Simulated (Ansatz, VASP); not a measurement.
## GaAs in VASP and in Ansatz

The input POSCAR:

```
GaAs
1.0
    0.0000000000      2.8268500000      2.8551185000
    2.8268500000      0.0000000000      2.8551185000
    2.8268500000      2.8268500000      0.0000000000
Ga As
1 1
Direct
    0.0000000000      0.0000000000      0.0000000000
    0.7500000000      0.7500000000      0.7500000000
```

File INCAR.step1:

```
SYSTEM = GaAs
ALGO = Normal
EDIFF = 1E-4
ENCUT = 520
GGA = PE
ISMEAR = 0
LASPH = .TRUE.
LCHARG = .FALSE.
LREAL = .FALSE.
LWAVE = .TRUE.
NBANDS = 16
NELM = 100
PREC = Accurate
SIGMA = 0.05
```

Contents of INCAR.step2:

```
SYSTEM = GaAs
ALGO = Normal
EDIFF = 1E-7
ENCUT = 520
ISIF = 2
ISMEAR = 0
ISTART = 1
LASPH = .TRUE.
LCHARG = .TRUE.
LELF = .TRUE.
LMIXTAU = .TRUE.
LREAL = .FALSE.
LVHAR = .TRUE.
LWAVE = .FALSE.
METAGGA = R2SCAN
NBANDS = 16
NELM = 100
PREC = Accurate
SIGMA = 0.05
```

The input KPOINTS:

```
k-points
0
G
  8 8 8
  0 0 0
```

Input for Ansatz:

```yaml
crystal:
  lattice:
    - [0.0, 2.82685, 2.8551185]
    - [2.82685, 0.0, 2.8551185]
    - [2.82685, 2.82685, 0.0]
  atoms:
    - { symbol: Ga, position: [0.0, 0.0, 0.0] }
    - { symbol: As, position: [0.75, 0.75, 0.75] }
basis:
  ecutwfc: 500
kpoints:
  mp_grid: { grid: [8, 8, 8] }
hamiltonian:
  xc: r2scan
scf:
  occupations: { method: gaussian, width: 0.05 }
output:
  forces: true
  stress: true
  eigenvalues: true
```

Change from the starting cell: strain +0.0100 x Voigt [0, 0, 1, 0, 0, 0], atoms carried along.

Alike in both runs: task single point; functional r2SCAN; k mesh 8 × 8 × 8; occupations gaussian, width 0.05 eV; no spin polarisation.

|  | VASP | Ansatz |
| --- | --- | --- |
| version | VASP 6.6.1 | Ansatz 0.2.0 |
| potentials or method | VASP PAW PBE potentials, release 64 (Ga_d, As) | scalar-relativistic, plane waves, PAW |
| plane-wave cutoff (eV) | 520 | 500 |
| valence electrons in the cell | 18 | 28 |

VASP gave:

```
gap on the k mesh at the Fermi level (eV)       : 0.90
least direct gap on the mesh (eV)               : 0.90
pressure (GPa)                                  : -0.1
largest component of the traceless stress (GPa) : 0.45
```

Task: Estimate Ansatz's values.

Result: gap on the k mesh at the Fermi level (eV): 0.91; least direct gap on the mesh (eV): 0.91; pressure (GPa): -0.2; largest component of the traceless stress (GPa): 0.46.

The two sets of potentials don't hold the same shells in valence.

Caveats: the PAW data sets were made with another functional, which shifts forces and pressure a little (VASP). A k mesh can miss the band edges.
